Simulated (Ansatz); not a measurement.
# TaN: the cost of one run

Computed with Ansatz 0.2.0 (DFT PBE, scalar-relativistic, unless a step's input says otherwise).

## (1) The structure to begin with

It takes space group P6_3mc (No. 186, hexagonal). Conventional cell: a = 3.050 Å, b = 3.050 Å, c = 4.940 Å, α = 90.00°, β = 90.00°, γ = 120.00°. Ta (site symmetry 3m) has 4 N at 1.85 to 1.90 Å as nearest neighbours. N (site symmetry 3m) has 4 Ta at 1.85 to 1.90 Å as nearest neighbours.

As a file:

```cif
data_structure
_symmetry_space_group_name_H-M 'P6_3mc'
_symmetry_Int_Tables_number 186
_cell_length_a 3.0500
_cell_length_b 3.0500
_cell_length_c 4.9400
_cell_angle_alpha 90.000
_cell_angle_beta 90.000
_cell_angle_gamma 120.000
_cell_volume 39.80
loop_
_atom_site_label
_atom_site_type_symbol
_atom_site_symmetry_multiplicity
_atom_site_Wyckoff_symbol
_atom_site_fract_x
_atom_site_fract_y
_atom_site_fract_z
_atom_site_occupancy
Ta1 Ta 2 b 0.33333 0.66667 0.00000 1
N1 N 2 b 0.33333 0.66667 0.38500 1
```

The file gives the conventional cell by its symmetry; the runs use the cell typed in the input.

Atoms are numbered in the order of the input: Ta1, Ta2, N3, N4.

## (2) The deformed structure

Space group P6_3mc before, P6_3mc after.

## (3) All-electron LAPW

input.yaml

```yaml
crystal:
  lattice:
    - [3.0500010905, 0.0, 0.0]
    - [-1.5250005453, 2.641378426, 0.0]
    - [0.0, 0.0, 4.8906]
  atoms:
    - { symbol: Ta, position: [0.3333333333, 0.6666666667, 0.0] }
    - { symbol: Ta, position: [0.6666666667, 0.3333333333, 0.5] }
    - { symbol: "N", position: [0.3333333333, 0.6666666667, 0.385] }
    - { symbol: "N", position: [0.6666666667, 0.3333333333, 0.885] }
kpoints:
  mp_grid: { grid: [9, 9, 5] }
  band_path:
    path:
      - [0.0, 0.0, 0.0]
      - [0.5, 0.0, 0.0]
      - [0.3333333333, 0.3333333333, 0.0]
      - [0.0, 0.0, 0.0]
      - [0.0, 0.0, 0.5]
      - [0.5, 0.0, 0.5]
      - [0.3333333333, 0.3333333333, 0.5]
      - [0.0, 0.0, 0.5]
      - [0.5, 0.0, 0.5]
    npoints: 5
scf:
  occupations: { method: fermi_dirac, width: 0.01 }
hamiltonian:
  xc: pbe
  pseudopotentials: { kind: all_electron, lapw: { basis_error: 0.001 } }
output:
  forces: true
  stress: true
  eigenvalues: true
```

The run is started by

```sh
$ ansatz run input.yaml --threads 1 --pin off --max-ram 4096MiB --backend cpu --events-out ev --progress --plain --runs-dir out
```

What time and memory should one allow on 1 thread of Arm Neoverse V1, shared host?

About 2.5 min, with a peak of 0.57 GiB.
